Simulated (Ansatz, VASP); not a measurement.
Given: the input of a run of Ansatz 0.2.0 on KTaO3.

input.yaml

```yaml
crystal:
  lattice:
    - [3.9883, 0.0, 0.0]
    - [0.0, 3.9883, 0.0]
    - [0.0, 0.0, 3.9883]
  atoms:
    - { symbol: Ta, position: [0.0, 0.0, 0.0] }
    - { symbol: K, position: [0.5, 0.5, 0.5] }
    - { symbol: O, position: [0.0, 0.0, 0.5] }
    - { symbol: O, position: [0.0, 0.5, 0.0] }
    - { symbol: O, position: [0.5, 0.0, 0.0] }
hamiltonian:
  xc: revpbe
  pseudopotentials: { kind: paw }
  dispersion: d3bj
kpoints:
  mp_grid: { grid: [7, 7, 7] }
scf:
  occupations: { method: fermi_dirac, width: 0.05 }
output:
  forces: true
  stress: true
relax:
  f_tol: 0.01
  max_steps: 40
  cell: { stress_tol: 0.05 }
```

Potentials or basis: Ansatz PAW.

The run is started by

```console
$ ansatz run input.yaml --threads 2 --pin off --max-ram 5632MiB --backend cpu --events-out ev --progress --plain --runs-dir out
```

Question: Translate it to VASP 6.6.1. Potentials there: VASP PAW PBE potentials, release 64 (Ta_pv, K_sv, O).

Answer: As run (the cutoff follows the program's own potentials):

The input INCAR:

```
SYSTEM = KTaO3
PREC     = Accurate       ! precision mode
ENCUT    = 600            ! plane-wave cutoff, eV
EDIFF    = 1E-6           ! SCF threshold, eV
ISMEAR   = -1             ! smearing method
SIGMA    = 0.05           ! smearing width, eV
LREAL    = .False.        ! projectors in reciprocal space
LASPH    = .True.         ! aspherical terms in the spheres
NELM     = 60             ! most SCF steps
ALGO     = Normal         ! electronic algorithm
ISIF     = 3              ! what is computed and relaxed
LWAVE    = .False.        ! write WAVECAR
LCHARG   = .False.        ! write CHGCAR
GGA      = RE             ! functional
IVDW     = 12             ! dispersion correction
IBRION   = 2              ! ionic algorithm
NSW      = 60             ! ionic steps
EDIFFG   = -0.01          ! ionic threshold
```

File KPOINTS:

```
Automatic mesh
0
Gamma
  7 7 7
  0 0 0
```

Contents of POSCAR:

```
KTaO3
1.0
    3.9883000000      0.0000000000      0.0000000000
    0.0000000000      3.9883000000      0.0000000000
    0.0000000000      0.0000000000      3.9883000000
Ta K O
1 1 3
Direct
    0.0000000000      0.0000000000      0.0000000000
    0.5000000000      0.5000000000      0.5000000000
    0.0000000000      0.0000000000      0.5000000000
    0.0000000000      0.5000000000      0.0000000000
    0.5000000000      0.0000000000      0.0000000000
```

Potentials or basis: VASP PAW PBE potentials, release 64 (Ta_pv, K_sv, O).

Command:

```bash
$ cat potpaw_PBE.64/Ta_pv/POTCAR potpaw_PBE.64/K_sv/POTCAR potpaw_PBE.64/O/POTCAR > POTCAR
$ mpirun -np 1 vasp_std > vasp.out
```

Both were run:

|  | VASP | Ansatz | Ansatz less VASP |
| --- | --- | --- | --- |
| relaxed volume (Å³/atom) | 12.90 | 12.87 | -0.029 |
| relaxed cell length with the largest relative difference (Å) | 4.010 | 4.007 | -0.0030 |
| energy change over the relaxation (meV/atom) | -2 | -2 | +0.5 |

The two sets of potentials don't hold the same shells in valence.

Caveats: the PAW data sets were made with another functional, which shifts forces and pressure a little (VASP); the plane-wave basis is chosen anew once the cell has moved, so the energies of steps on either side of that aren't comparable (Ansatz); the pressure holds a Pulay correction of +0.5 GPa for the finite cutoff (Ansatz); the PAW data sets come from PBE, with cores solved anew for the run's functional, which leaves a small shift of forces and pressure (Ansatz). Zero-point motion and thermal expansion aren't in these numbers. A k mesh can miss the band edges.
